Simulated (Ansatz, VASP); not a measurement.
# N in VASP and in Ansatz

```
N
1.0
     4.16723    0.00000    0.00000
    -2.08362    3.60893    0.00000
     0.00000    0.00000    7.00600
N
4
Direct
  0.30216 0.60432 0.32893
  0.33333 0.66667 0.17107
  0.66667 0.33333 0.82893
  0.66667 0.33333 0.67107
```

Alike in both runs: task single point; functional PBEsol; k mesh 6 × 6 × 4; occupations gaussian, width 0.05 eV; no spin polarisation.

|  | VASP | Ansatz |
| --- | --- | --- |
| version | VASP 6.6.1 | Ansatz 0.2.0 |
| potentials or method | VASP PAW PBE potentials, release 64 (N) | scalar-relativistic, plane waves, PAW |
| plane-wave cutoff (eV) | 520 | 420 |
| valence electrons in the cell | 20 | 20 |

```tsv
	VASP	Ansatz	Ansatz less VASP
gap on the k mesh at the Fermi level (eV)	6.87	6.92	+0.046
least direct gap on the mesh (eV)	7.12	7.16	+0.043
pressure (GPa)	-0.9	-2.4	-1.51
largest component of the traceless stress (GPa)	1.62	4.86	+3.242
rms of the force components (eV/Å)	1.058	1.546	+0.4887
```

Atom by atom the forces differ by 0.874 eV/Å (rms over components).

Caveats: the standard files for N, O and F lose accuracy on very short bonds; the PAW data sets were made with another functional, which shifts forces and pressure a little (VASP). A k mesh can miss the band edges.
